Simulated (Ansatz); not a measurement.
**Indium, fcc under BLYP: from relaxation to bulk modulus, part 1 of 2**

Aim: take indium in the fcc structure, relax it, solve it on a dense k-mesh, then scale the cell to 7 volumes from 88 to 112 % of the relaxed one and try a fit of the equation of state. Spin polarisation is left out. The k-meshes are 12×12×12 for the relaxation; 18×18×18 for the dense run; 12×12×12 for the volumes.

This is In in the fcc structure; at room conditions it is tetragonal.

Computed with Ansatz 0.2.0 (DFT BLYP, plane waves (420 eV) with PAW, scalar-relativistic; the PAW data stem from PBE, with regenerated cores, unless a step says otherwise).

### 1 Starting point

Symmetry: Fm-3m, No. 225, cubic system. The conventional cell has a = 4.711 Å, b = 4.711 Å, c = 4.711 Å, α = 90.00°, β = 90.00°, γ = 90.00°. In (site symmetry m-3m) is surrounded by 12 In at 3.33 Å.

As a file:

```cif
data_structure
_symmetry_space_group_name_H-M 'Fm-3m'
_symmetry_Int_Tables_number 225
_cell_length_a 4.7113
_cell_length_b 4.7113
_cell_length_c 4.7113
_cell_angle_alpha 90.000
_cell_angle_beta 90.000
_cell_angle_gamma 90.000
_cell_volume 104.57
loop_
_atom_site_label
_atom_site_type_symbol
_atom_site_symmetry_multiplicity
_atom_site_Wyckoff_symbol
_atom_site_fract_x
_atom_site_fract_y
_atom_site_fract_z
_atom_site_occupancy
In1 In 4 a 0.00000 0.00000 0.00000 1
```

### 2 Relaxation of the cell

Input file input.yaml:

```yaml
crystal:
  lattice:
    - [0.0, 2.3556547913, 2.3556547913]
    - [2.3556547913, 0.0, 2.3556547913]
    - [2.3556547913, 2.3556547913, 0.0]
  atoms:
    - { symbol: In, position: [0.0, 0.0, 0.0] }
hamiltonian:
  xc: blyp
  pseudopotentials:
    kind: paw
    azcp:
      In: "pseudopotentials/In.paw.azcp"
basis:
  ecutwfc: 420
  fft_grid_basis: typed
kpoints:
  mp_grid: { grid: [12, 12, 12], shift: [0, 0, 0] }
magnetization:
  spin_polarized: false
scf:
  occupations: { method: fermi_dirac, width: 0.1 }
relax:
  max_steps: 60
  f_tol: 0.01
  cell: {}
output:
  write_density: true
  write_potential: true
  elf: true
  volumetric_format: npy
```

Command:

```
ansatz run input.yaml --threads 2 --pin off --max-ram 5120MiB --backend cpu --events-out ev --progress --plain --runs-dir out
```

What it wrote:

```text
Warning: RAYON_NUM_THREADS=2 ignored (pool sized by the plan → 2); use --threads N
Engine: ansatz 0.2.0, x86_64-unknown-linux-gnu
Pseudopotentials: kind: paw
Pseudopotential: In, paw, valence charge 13, recommended cutoff 420 eV (normal), <dir>
Functional definition: BLYP
  parameter beta = 0.0042
  parameter a = 0.04918
  parameter b = 0.132
  parameter c = 0.2533
  parameter d = 0.349
  exchange = b88_x(beta = beta)
  correlation = lyp_c(a = a, b = b, c = c, d = d)
Crystal: 1 atoms, lattice volume = 26.144 Å³
Basis set: ecut = 420 eV, 531 PW (Γ), exchange–correlation on 48×48×48 points (8 copies of the dense FFT grid, shifted against one another)
Bands: 11, of which v1, the nominal top of the filled ones, is band 7 counted from 1 (6 counted from 0)
Symmetry: 48 space group operations
Space group: Fm-3m (ITA 225), of the structure as read, at distance tolerance 3.0e-5 Å
k-points: 72 of 1728
Non-local potential: In, projectors of the file, l = 0: 2, l = 1: 2, l = 2: 2, l = 3: 2
PAW form: soft (Blöchl's): semilocal exchange-correlation on the pseudo side does not see the compensation charge
PAW frozen core: In, regenerated for the run's functional, and the local potential with it (the file was generated under x = pbe(κ = 0.804, μ = 0.2195149727645171), c = pbe(β = 0.06672455060314922))
PAW one-centre angular grid: In, 590 points (default); XC on 64 Gauss nodes
Initial density: superposition of atomic densities (neutral atoms: chi_scale 0, normalization atom), corrected by the library's trained network
Initial wavefunctions: pseudopotential atomic-orbital guess
Functional: x = b88, c = lyp
SCF iter   1: F=—  HF=-5613.736091 eV  |F-HF|=—  |Δ(HF+E_count)|=         —  Δρ=5.72e-3  dr2=4.99e-3  ethr=1.77e-3  ⟨swp⟩=5.0  Hψ=4680  notcnv=0
preconditioner: auto → none  [metal: Δε(μ)=0.119 eV  Ē_g=19.853 eV  σ=0.100 eV  W_gap=0.29  n_scr=8 (ndim 8)  ℏωp=26.2 eV  f_vac=0.000  D(μ)=0.50/eV (n_scr^D=0)  sad-step TF]
SCF iter   2: F=—  HF=-5613.735868 eV  |F-HF|=—  |Δ(HF+E_count)|=   2.23e-4  Δρ=3.56e-3  dr2=2.12e-3  ethr=3.84e-5  ⟨swp⟩=1.0  Hψ=1368  notcnv=0
SCF iter   3: F=—  HF=-5613.736280 eV  |F-HF|=—  |Δ(HF+E_count)|=   4.12e-4  Δρ=4.18e-4  dr2=3.36e-5  ethr=1.63e-5  ⟨swp⟩=2.2  Hψ=955  notcnv=0
SCF iter   4: F=—  HF=-5613.736317 eV  |F-HF|=—  |Δ(HF+E_count)|=   3.66e-5  Δρ=5.13e-4  dr2=4.84e-5  ethr=2.58e-7  ⟨swp⟩=2.0  Hψ=1245  notcnv=0
SCF iter   5: F=—  HF=-5613.736293 eV  |F-HF|=—  |Δ(HF+E_count)|=   2.42e-5  Δρ=8.30e-5  dr2=1.22e-6  ethr=2.58e-7  ⟨swp⟩=2.0  Hψ=1184  notcnv=0
SCF iter   6: F=-5613.736292 eV  HF=-5613.736292 eV  |F-HF|=1.16e-8  |Δ(HF+E_count)|=   5.75e-7  Δρ=8.04e-6  dr2=1.14e-8  ethr=7.69e-10  ⟨swp⟩=6.4  Hψ=4369  notcnv=0
SCF 1 converged in 6 iterations: F = -5613.736292 eV  dr2 = 1.14e-8
relax step   1: F+E_penalty+E_count = -5613.73629192 eV  Δ(F+E_penalty+E_count) = +0.000e0 eV  max|allowed force component| = 0.000e0 eV/Å  Δτ_max = 0.0000 Å  P = +6.101 GPa  Ω = 26.144 Å³  (6 SCF iters, dr2 threshold 1.00e-7 eV, accepted)
Crystal: 1 atoms, lattice volume = 29.758 Å³
Basis set: ecut = 420 eV, 561 PW (Γ), exchange–correlation on 48×48×48 points (8 copies of the dense FFT grid, shifted against one another)
Initial density: handed on by an earlier stage of this run
Initial wavefunctions: those handed on with the density
iter 1 solved again at ethr=1.84e-5 eV; its pass at ethr=3.10e-3 eV (dr2=2.39e-3 eV) is discarded
SCF iter   1: F=—  HF=-5613.810785 eV  |F-HF|=—  |Δ(HF+E_count)|=         —  Δρ=2.49e-3  dr2=2.45e-3  ethr=1.84e-5  ⟨swp⟩=1.3  Hψ=7286  notcnv=0
preconditioner: auto → none  [metal: Δε(μ)=0.089 eV  Ē_g=19.203 eV  σ=0.100 eV  W_gap=0.22  n_scr=8 (ndim 8)  ℏωp=24.5 eV  f_vac=0.000  D(μ)=0.60/eV (n_scr^D=0)]
SCF iter   2: F=—  HF=-5613.810057 eV  |F-HF|=—  |Δ(HF+E_count)|=   7.27e-4  Δρ=1.37e-3  dr2=2.89e-4  ethr=1.84e-5  ⟨swp⟩=2.6  Hψ=1382  notcnv=0
SCF iter   3: F=—  HF=-5613.810085 eV  |F-HF|=—  |Δ(HF+E_count)|=   2.74e-5  Δρ=3.90e-4  dr2=3.28e-5  ethr=2.23e-6  ⟨swp⟩=1.2  Hψ=829  notcnv=0
SCF iter   4: F=—  HF=-5613.810096 eV  |F-HF|=—  |Δ(HF+E_count)|=   1.13e-5  Δρ=3.09e-5  dr2=4.19e-7  ethr=2.52e-7  ⟨swp⟩=2.0  Hψ=886  notcnv=0
SCF iter   5: F=-5613.810097 eV  HF=-5613.810097 eV  |F-HF|=3.38e-9  |Δ(HF+E_count)|=   4.63e-7  Δρ=6.27e-6  dr2=5.04e-9  ethr=7.69e-10  ⟨swp⟩=8.1  Hψ=4102  notcnv=0
SCF 2 converged in 5 iterations: F = -5613.810097 eV  dr2 = 5.04e-9
relax step   2: F+E_penalty+E_count = -5613.81009659 eV  Δ(F+E_penalty+E_count) = -7.380e-2 eV  max|allowed force component| = 0.000e0 eV/Å  Δτ_max = 0.0000 Å  P = +1.113 GPa  Ω = 29.758 Å³  energy of the carried Pulay correction = -5.864e-4 eV  (5 SCF iters, dr2 threshold 1.00e-7 eV, accepted)
Crystal: 1 atoms, lattice volume = 30.704 Å³
Basis set: ecut = 420 eV, 609 PW (Γ), exchange–correlation on 48×48×48 points (8 copies of the dense FFT grid, shifted against one another)
iter 1 solved again at ethr=7.24e-7 eV; its pass at ethr=3.10e-3 eV (dr2=9.42e-5 eV) is discarded
SCF iter   1: F=—  HF=-5613.814120 eV  |F-HF|=—  |Δ(HF+E_count)|=         —  Δρ=5.29e-4  dr2=1.14e-4  ethr=7.24e-7  ⟨swp⟩=2.4  Hψ=7202  notcnv=0
preconditioner: auto → none  [metal: Δε(μ)=0.081 eV  Ē_g=18.987 eV  σ=0.100 eV  W_gap=0.20  n_scr=8 (ndim 8)  ℏωp=24.2 eV  f_vac=0.000  D(μ)=0.62/eV (n_scr^D=0)]
SCF iter   2: F=—  HF=-5613.814084 eV  |F-HF|=—  |Δ(HF+E_count)|=   3.61e-5  Δρ=2.95e-4  dr2=1.32e-5  ethr=7.24e-7  ⟨swp⟩=2.2  Hψ=1283  notcnv=0
SCF iter   3: F=—  HF=-5613.814085 eV  |F-HF|=—  |Δ(HF+E_count)|=   9.43e-7  Δρ=8.40e-5  dr2=1.48e-6  ethr=1.01e-7  ⟨swp⟩=1.2  Hψ=863  notcnv=0
SCF iter   4: F=-5613.814085 eV  HF=-5613.814085 eV  |F-HF|=1.59e-8  |Δ(HF+E_count)|=   5.11e-7  Δρ=6.46e-6  dr2=1.95e-8  ethr=7.69e-10  ⟨swp⟩=6.1  Hψ=4290  notcnv=0
SCF 3 converged in 4 iterations: F = -5613.814085 eV  dr2 = 1.95e-8
relax step   3: F+E_penalty+E_count = -5613.81408525 eV  Δ(F+E_penalty+E_count) = -3.989e-3 eV  max|allowed force component| = 0.000e0 eV/Å  Δτ_max = 0.0000 Å  P = +0.307 GPa  Ω = 30.704 Å³  energy of the carried Pulay correction = -7.207e-4 eV  (4 SCF iters, dr2 threshold 1.00e-7 eV, accepted)
Crystal: 1 atoms, lattice volume = 31.080 Å³
iter 1 solved again at ethr=8.03e-8 eV; its pass at ethr=3.10e-3 eV (dr2=1.04e-5 eV) is discarded
SCF iter   1: F=—  HF=-5613.814423 eV  |F-HF|=—  |Δ(HF+E_count)|=         —  Δρ=2.00e-4  dr2=1.61e-5  ethr=8.03e-8  ⟨swp⟩=3.0  Hψ=7042  notcnv=0
preconditioner: auto → none  [metal: Δε(μ)=0.060 eV  Ē_g=18.916 eV  σ=0.100 eV  W_gap=0.15  n_scr=8 (ndim 8)  ℏωp=24.0 eV  f_vac=0.000  D(μ)=0.64/eV (n_scr^D=0)]
SCF iter   2: F=—  HF=-5613.814418 eV  |F-HF|=—  |Δ(HF+E_count)|=   4.70e-6  Δρ=1.12e-4  dr2=1.95e-6  ethr=8.03e-8  ⟨swp⟩=2.0  Hψ=1241  notcnv=0
SCF iter   3: F=—  HF=-5613.814419 eV  |F-HF|=—  |Δ(HF+E_count)|=   2.21e-7  Δρ=3.09e-5  dr2=2.13e-7  ethr=1.50e-8  ⟨swp⟩=1.3  Hψ=843  notcnv=0
SCF iter   4: F=-5613.814419 eV  HF=-5613.814419 eV  |F-HF|=2.71e-9  |Δ(HF+E_count)|=   8.95e-8  Δρ=2.59e-6  dr2=3.25e-9  ethr=7.69e-10  ⟨swp⟩=7.9  Hψ=3691  notcnv=0
SCF 4 converged in 4 iterations: F = -5613.814419 eV  dr2 = 3.25e-9
relax step   4: F+E_penalty+E_count = -5613.81441869 eV  Δ(F+E_penalty+E_count) = -3.334e-4 eV  max|allowed force component| = 0.000e0 eV/Å  Δτ_max = 0.0000 Å  P = +0.024 GPa  Ω = 31.080 Å³  energy of the carried Pulay correction = -7.722e-4 eV  (4 SCF iters, dr2 threshold 1.00e-7 eV, accepted)
Initial wavefunctions: pseudopotential atomic-orbital guess (no wavefunctions were taken with the density)
iter 1 solved again at ethr=2.10e-7 eV; its pass at ethr=3.10e-3 eV (dr2=2.73e-5 eV) is discarded
SCF iter   1: F=—  HF=-5613.814858 eV  |F-HF|=—  |Δ(HF+E_count)|=         —  Δρ=1.38e-4  dr2=1.17e-6  ethr=2.10e-7  ⟨swp⟩=2.4  Hψ=6628  notcnv=0
preconditioner: auto → none  [metal: Δε(μ)=0.060 eV  Ē_g=18.910 eV  σ=0.100 eV  W_gap=0.15  n_scr=8 (ndim 8)  ℏωp=24.0 eV  f_vac=0.000  D(μ)=0.64/eV (n_scr^D=0)]
SCF iter   2: F=—  HF=-5613.814867 eV  |F-HF|=—  |Δ(HF+E_count)|=   8.53e-6  Δρ=5.74e-5  dr2=1.96e-7  ethr=8.97e-9  ⟨swp⟩=2.0  Hψ=1185  notcnv=0
SCF iter   3: F=—  HF=-5613.814869 eV  |F-HF|=—  |Δ(HF+E_count)|=   2.12e-6  Δρ=1.74e-5  dr2=1.34e-8  ethr=1.51e-9  ⟨swp⟩=2.0  Hψ=900  notcnv=0
SCF iter   4: F=—  HF=-5613.814869 eV  |F-HF|=—  |Δ(HF+E_count)|=   2.17e-7  Δρ=1.20e-6  dr2=1.67e-10  ethr=1.03e-10  ⟨swp⟩=2.0  Hψ=1264  notcnv=0
SCF iter   5: F=-5613.814869 eV  HF=-5613.814869 eV  |F-HF|=4.55e-12  |Δ(HF+E_count)|=   1.25e-9  Δρ=1.45e-7  dr2=3.84e-12  ethr=1.00e-12  ⟨swp⟩=5.9  Hψ=3085  notcnv=0
SCF 5 converged in 5 iterations: F = -5613.814869 eV  dr2 = 3.84e-12
relax step   5: F+E_penalty+E_count = -5613.81486891 eV  Δ(F+E_penalty+E_count) = -4.502e-4 eV  max|allowed force component| = 0.000e0 eV/Å  Δτ_max = 0.0000 Å  P = +0.012 GPa  Ω = 31.080 Å³  stress off target by 1.23e-2 GPa  SCF on the basis re-selected at this cell (its energy is not comparable with the rows above)  (5 SCF iters)
basis re-selected at this cell: Δ(F+E_penalty+E_count) = -4.502e-4 eV, ΔP = -0.012 GPa vs the last step (what re-selecting the basis moved, of the pressure what is left beyond the Pulay correction that the steps carried, after the strain that the cell walked since its last selection, with what the two solves' SCF thresholds leave and, on support functions, any second-order correction that the steps lacked; it is no measure of the basis error at this ecutwfc). This SCF's stress stands 1.23e-2 GPa from its target on what of the cell is left free (relax.cell.stress_tol is 5.00e-2 GPa) and its largest allowed force component is 0.00e0 eV/Å (relax.f_tol is 1.00e-2 eV/Å): within both
SCF converged after 5 iterations
Free energy (F): -5613.814869 eV
Harris-Foulkes:  -5613.814869 eV  (|F-HF|=4.55e-12)
Internal energy: -5613.794475 eV  (E = F + TS)
E sigma→0 (E₀):  -5613.804672 eV
Entropy (-TS):   -0.020394 eV (-20.394 meV/atom)
Fermi energy:    8.461629 eV
--- Per-component energies (eV) ---
  E_band       = -45.330518
  E_kinetic    = 240.410589
  E_local      = -1177.950490  (includes V_loc(G=0)·N_el)
  E_nonlocal   = 364.017483
  E_hartree    = 460.122964
  E_xc         = -213.503574
  E_vxc        = -97.569573  (∫ρ·V_xc dr)
  E_paw        = -4168.927997  (= ΣΔE_a)
  E_vpaw       = -294.484408  (= ΣTr[D̂ρ^β])
  E_aug_tail   = 0.000027  (compensation charges beyond the density's cutoff)
  E_ewald      = -1117.774345
  E_core_change = -0.189132  (= ΣΔE_core)
  E_smearing   = -0.020394  (= −TS)
  E_closure    = -0.000000  (closes the sum)
  Σ components = -5613.814869   (vs F -5613.814869, Δ=0.00e0)
--- Forces (eV/Å), atoms counted from 1 ---
  atom   1  In    -0.00000000    -0.00000000    -0.00000000
  max |Σ_I F_I| component: 1.15e-31 eV/Å
--- Stress (GPa, compression-positive) ---
        0.012338       0.000000       0.000000
        0.000000       0.012338       0.000000
        0.000000       0.000000       0.012338
  P = ⅓ Tr σ = 0.0123 GPa (0.123 kbar)
--- Band table (eV; the first three rows and the last of 72) ---
  k-point 0: bands = ["-6.0866", "-6.0866", "-6.0866", "-5.9808", "-5.9808", "0.0003", "17.2919", "17.2919", "17.2919", "19.9348", "21.2316"]
  k-point 1: bands = ["-6.0869", "-6.0792", "-6.0792", "-5.9813", "-5.9813", "0.1318", "15.9546", "17.0947", "17.0947", "19.4685", "21.5784"]
  k-point 2: bands = ["-6.0887", "-6.0644", "-6.0644", "-5.9769", "-5.9769", "0.5279", "13.5600", "16.6620", "16.6620", "19.2222", "22.1492"]
  k-point 71: bands = ["-6.0805", "-6.0431", "-6.0431", "-5.9463", "-5.8560", "6.1491", "8.5997", "8.5997", "10.0833", "20.4528", "21.5791"]
--- Relaxed structure (4 steps of the walk, 4 accepted, 1 SCFs on fresh bases) ---
  F+E_penalty+E_count = -5613.81486891 eV   max|allowed force component| = 0.000e0 eV/Å   (the final SCF, on the basis selected at the relaxed cell)
  cell:  # Å, volume = 31.0801 Å³
    - [3.0572232197373535e-33, 2.495460218347588, 2.495460218347588]
    - [2.495460218347588, 1.9871950928292798e-33, 2.495460218347588]
    - [2.495460218347588, 2.495460218347588, 2.598639736776751e-33]
  atoms:
    - { symbol: In, position: [0.0, 0.0, 0.0] }
```

Wall time 1.8 s (2 threads of Intel Xeon 6975P-C (Granite Rapids), shared host); peak memory 0.37 GiB.

The steps of the relaxation:

```tsv
step	energy change (meV/atom)	largest force (eV/Å)	pressure (GPa)	volume (Å³/atom)
1	0.00	0.0000	6.10	26.144
2	-73.80	0.0000	1.11	29.758
3	-77.79	0.0000	0.31	30.704
4	-78.13	0.0000	0.02	31.080
5	-78.58	0.0000	0.01	31.080
```

Steps that repeat a cell are solved on a basis chosen anew, so their changes of energy are no gain of the relaxation.

The cell of the run, before and after:

|  | before | after | change |
| --- | --- | --- | --- |
| a (Å) | 3.331 | 3.529 | +5.9 % |
| b (Å) | 3.331 | 3.529 | +5.9 % |
| c (Å) | 3.331 | 3.529 | +5.9 % |
| volume (Å³/atom) | 26.144 | 31.080 | +18.9 % |
| shortest distance (Å) | 3.331 | 3.529 | +5.9 % |
| space group (spins left aside) | Fm-3m | Fm-3m | same |

### 3 The energy on a finer k-mesh

Input file input.yaml:

```yaml
crystal:
  lattice:
    - [0.0, 2.4954602183, 2.4954602183]
    - [2.4954602183, 0.0, 2.4954602183]
    - [2.4954602183, 2.4954602183, 0.0]
  atoms:
    - { symbol: In, position: [0.0, 0.0, 0.0] }
hamiltonian:
  xc: blyp
  pseudopotentials:
    kind: paw
    azcp:
      In: "pseudopotentials/In.paw.azcp"
basis:
  ecutwfc: 420
  fft_grid_basis: typed
kpoints:
  mp_grid: { grid: [18, 18, 18], shift: [0, 0, 0] }
magnetization:
  spin_polarized: false
scf:
  occupations: { method: fermi_dirac, width: 0.1 }
output:
  write_density: true
  write_potential: true
  elf: true
  volumetric_format: npy
```

Command:

```
ansatz run input.yaml --threads 2 --pin off --max-ram 5120MiB --backend cpu --events-out ev --progress --plain --runs-dir out
```

What it wrote (excerpt; [...] marks lines left out):

```text
Warning: RAYON_NUM_THREADS=2 ignored (pool sized by the plan → 2); use --threads N
[...]
Pseudopotentials: kind: paw
Pseudopotential: In, paw, valence charge 13, recommended cutoff 420 eV (normal), <dir>
Functional definition: BLYP
[...]
Crystal: 1 atoms, lattice volume = 31.080 Å³
Basis set: ecut = 420 eV, 609 PW (Γ), exchange–correlation on 48×48×48 points (8 copies of the dense FFT grid, shifted against one another)
Bands: 11, of which v1, the nominal top of the filled ones, is band 7 counted from 1 (6 counted from 0)
Symmetry: 48 space group operations
Space group: Fm-3m (ITA 225), of the structure as read, at distance tolerance 3.1e-5 Å
k-points: 195 of 5832
[...]
SCF iter   1: F=—  HF=-5613.816810 eV  |F-HF|=—  |Δ(HF+E_count)|=         —  Δρ=5.47e-3  dr2=6.60e-3  ethr=1.77e-3  ⟨swp⟩=5.0  Hψ=12612  notcnv=0
[...]
SCF iter   6: F=-5613.817239 eV  HF=-5613.817239 eV  |F-HF|=5.64e-8  |Δ(HF+E_count)|=   6.34e-7  Δρ=1.52e-5  dr2=4.88e-8  ethr=7.69e-10  ⟨swp⟩=2.5  Hψ=9852  notcnv=0
[...]
SCF converged after 6 iterations
Free energy (F): -5613.817239 eV
[...]
E sigma→0 (E₀):  -5613.808081 eV
Entropy (-TS):   -0.018317 eV (-18.317 meV/atom)
Fermi energy:    8.463067 eV
[...]
--- Band table (eV; the first three rows and the last of 195) ---
  k-point 0: bands = ["-6.0863", "-6.0863", "-6.0863", "-5.9806", "-5.9806", "0.0005", "17.2924", "17.2924", "17.2924", "19.9330", "21.2315"]
[...]
```

It took 1.1 s on 2 threads of Intel Xeon 6975P-C (Granite Rapids), shared host; peak memory 0.39 GiB.

The maps below are laid out on this run's own conventional cell (a, b, c = 4.991, 4.991, 4.991 Å).

Density in a lattice plane of the grid's cell (edges 4.99 and 4.99 Å, at 0.000 of the third edge), which holds In.

Ten even steps from ' ' (0.03 e/Å³) to '@' (12.90 e/Å³):
```
##**--..                                  ..--**
----::..                                  ..::--
....                                          ..
                                                
                                                
                                                
                      ......                    
                  ..::------::..                
                  ..--**##**--..                
                  ::++%%@@%%++::                
                  ..--**##**--..                
                  ..::------::..                
                      ......                    
                                                
                                                
                                                
....                                          ..
----::..                                  ..::--
##**--..                                  ..--**
@@%%++::                                  ::++%%
```
Columns run along the first of these edges and rows up along the second, over one cell in 24 and 20 even steps from the bottom left corner. Atoms in the plane (fractional): In at (0.00, 0.00), In at (0.50, 0.50).

ELF in the same plane.

Ten even steps from ' ' (0.00) to '@' (0.30):
```
    ::**@@@@@@@@##==--::::::--==##@@@@@@@@**::  
::--**@@@@@@@@%%**==----------==**%%@@@@@@@@**--
%%@@@@@@@@@@@@##**++++******++++**##@@@@@@@@@@@@
@@@@@@%%@@@@%%######%%@@@@@@%%######%%@@@@@@@@@@
@@@@@@@@%%%%##%%%%@@@@@@@@@@@@@@%%%%##%%%%@@@@@@
@@@@%%######%%@@@@%%@@@@@@@@@@@@@@@@%%######%%@@
****++++**##@@@@@@@@@@@@%%@@@@@@@@@@@@##**++++**
------==**%%@@@@@@@@**--::--**@@@@@@@@%%**==----
::::--==##@@@@@@@@**::      ::**@@@@@@@@##==--::
..::::==##@@@@@@@@++..      ..++@@@@@@@@##==::::
::::--==##@@@@@@@@**::      ::**@@@@@@@@##==--::
------==**%%@@@@@@@@**--::--**@@@@@@@@%%**==----
****++++**##@@@@@@@@@@@@%%@@@@@@@@@@@@##**++++**
@@@@%%######%%@@@@@@@@@@@@@@@@%%@@@@%%######%%@@
@@@@@@@@%%%%##%%%%@@@@@@@@@@@@@@%%%%##%%%%@@@@@@
@@@@@@@@@@@@%%######%%@@@@@@%%######%%@@@@%%@@@@
%%@@@@@@@@@@@@##**++++******++++**##@@@@@@@@@@@@
::--**@@@@@@@@%%**==----------==**%%@@@@@@@@**--
    ::**@@@@@@@@##==--::::::--==##@@@@@@@@**::  
    ..++@@@@@@@@##==::::..::::==##@@@@@@@@++..  
```
Columns run along the first of these edges and rows up along the second, over one cell in 24 and 20 even steps from the bottom left corner. Atoms in the plane (fractional): In at (0.00, 0.00), In at (0.50, 0.50).

Both are smooth fields of the valence electrons: close to the nuclei they are not physical.

### 4 The cell scaled to 88 % of its volume

Input file input.yaml:

```yaml
crystal:
  lattice:
    - [0.0, 2.3913595285, 2.3913595285]
    - [2.3913595285, 0.0, 2.3913595285]
    - [2.3913595285, 2.3913595285, 0.0]
  atoms:
    - { symbol: In, position: [0.0, 0.0, 0.0] }
hamiltonian:
  xc: blyp
  pseudopotentials:
    kind: paw
    azcp:
      In: "pseudopotentials/In.paw.azcp"
basis:
  ecutwfc: 420
  fft_grid_basis: typed
kpoints:
  mp_grid: { grid: [12, 12, 12], shift: [0, 0, 0] }
magnetization:
  spin_polarized: false
scf:
  occupations: { method: fermi_dirac, width: 0.1 }
  lower_state_search: "off"
output:
  stress: true
```

Command:

```
ansatz run input.yaml --threads 2 --pin off --max-ram 5120MiB --backend cpu --events-out ev --progress --plain --runs-dir out
```

What it wrote (excerpt; [...] marks lines left out):

```text
Warning: RAYON_NUM_THREADS=2 ignored (pool sized by the plan → 2); use --threads N
[...]
Pseudopotentials: kind: paw
Pseudopotential: In, paw, valence charge 13, recommended cutoff 420 eV (normal), <dir>
Functional definition: BLYP
[...]
Crystal: 1 atoms, lattice volume = 27.350 Å³
Basis set: ecut = 420 eV, 531 PW (Γ), exchange–correlation on 48×48×48 points (8 copies of the dense FFT grid, shifted against one another)
Bands: 11, of which v1, the nominal top of the filled ones, is band 7 counted from 1 (6 counted from 0)
Symmetry: 48 space group operations
Space group: Fm-3m (ITA 225), of the structure as read, at distance tolerance 3.0e-5 Å
k-points: 72 of 1728
[...]
SCF iter   1: F=—  HF=-5613.773740 eV  |F-HF|=—  |Δ(HF+E_count)|=         —  Δρ=5.57e-3  dr2=5.12e-3  ethr=1.77e-3  ⟨swp⟩=4.9  Hψ=4677  notcnv=0
[...]
SCF iter   6: F=-5613.774005 eV  HF=-5613.774005 eV  |F-HF|=1.84e-8  |Δ(HF+E_count)|=   7.18e-8  Δρ=9.78e-6  dr2=1.72e-8  ethr=7.69e-10  ⟨swp⟩=4.8  Hψ=2514  notcnv=0
[...]
SCF converged after 6 iterations
Free energy (F): -5613.774005 eV
[...]
E sigma→0 (E₀):  -5613.765457 eV
Entropy (-TS):   -0.017095 eV (-17.095 meV/atom)
Fermi energy:    10.095633 eV
[...]
--- Stress (GPa, compression-positive) ---
        3.999140       0.000000       0.000000
        0.000000       3.999140      -0.000000
       -0.000000      -0.000000       3.999140
  P = ⅓ Tr σ = 3.9991 GPa (39.991 kbar)
```

Run time: 0.44 s. Hardware: 2 threads of Intel Xeon 6975P-C (Granite Rapids), shared host; peak memory 0.34 GiB.

(Continued in part 2 of 2.)
